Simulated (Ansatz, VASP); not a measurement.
**Two plane-wave programs on CoSi**

```
Co Si
1.0
     0.00000    2.54362    2.54362
     2.54362    0.00000    2.54362
     2.54362    2.54362    0.00000
Co Si
1 1
Direct
  0.00000 0.00000 0.00000
  0.25000 0.25000 0.25000
```

Alike in both runs: functional PBE; k mesh 13 × 13 × 13; occupations fermi-dirac, width 0.05 eV; no spin polarisation.

Ansatz relaxed the structure, and its values are those at the end. VASP's run is a single point on that final structure, the one shown.

|  | VASP | Ansatz |
| --- | --- | --- |
| version | VASP 6.6.1 | Ansatz 0.2.0 |
| potentials or method | VASP PAW PBE potentials, release 64 (Co, Si) | PAW with Ansatz's default frozen-core files, scalar-relativistic |
| plane-wave cutoff (eV) | 520 | 420 |
| valence electrons in the cell | 13 | 21 |

|  | VASP | Ansatz | Ansatz less VASP |
| --- | --- | --- | --- |
| pressure (GPa) | 0.0 | 0.0 | +0.01 |

The two sets of potentials don't hold the same shells in valence.

Spin polarisation is off, so any magnetic state and its effect on volume and gap are missing.
